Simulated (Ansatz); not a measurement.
Runs of Ansatz 0.2.0 on CuO. It takes space group Cccm (No. 66, orthorhombic). The conventional cell has a = 3.982 Å, b = 4.307 Å, c = 5.156 Å, α = 90.00°, β = 90.00°, γ = 90.00°. Around Cu (site symmetry 2/m) lie 4 O at 1.95 Å. O (site symmetry 222) has 4 Cu at 1.95 Å as nearest neighbours. Measurements of this composition are mostly on another form, of space group No. 15.

```csv
task,level,potentials or basis,k mesh,cutoff (eV),mesh quality,gap on the mesh (eV),pressure (GPa),V0 of scaled cells (Å³/atom),B0 (GPa)
projected density of states,r2SCAN,Ansatz PAW,5 × 5 × 3,500,coarse,none,-5.1,-,-
equation of state,PBE,PseudoDojo standard,9 × 9 × 5,1252,not flagged,-,-,11.14,153
equation of state,PBE,Ansatz PAW,9 × 9 × 5,420,not flagged,-,-,11.16,(b)
projected density of states,revPBE,Ansatz PAW,5 × 5 × 3,420,coarse,none,4.9,-,-
projected density of states,r2SCAN0,Ansatz PAW,5 × 5 × 3,500,coarse,none,(a),-,-
projected density of states,BLYP,Ansatz PAW,5 × 5 × 3,420,coarse,none,7.0,-,-
projected density of states,RPBE,Ansatz PAW,5 × 5 × 3,420,coarse,none,6.3,-,-
projected density of states,PBE,Ansatz PAW,5 × 5 × 3,420,coarse,none,1.2,-,-
```

Alike in all rows: no spin polarisation; cell as given; smearing fermi-dirac 0.05 eV.

Question: Estimate the missing entries.

Answer: (a) -7.3; (b) 152.

Caveats: some runs use coarse meshes; the run has no spin polarisation, though such a crystal can be magnetic; semilocal functionals often make such compounds metallic where correlation or magnetic order opens a gap, which also shifts bond lengths (some runs); the PAW data sets come from PBE, with cores solved anew for the run's functional, which leaves a small shift of forces and pressure (some runs); the cell was scaled at fixed shape and fractional positions, which overstates the stiffness of a crystal with free parameters, most of all of layers and chains (some runs); the thresholds are loose for stress (some runs).

A gap of «none» marks a metal or a gap under the smearing width.
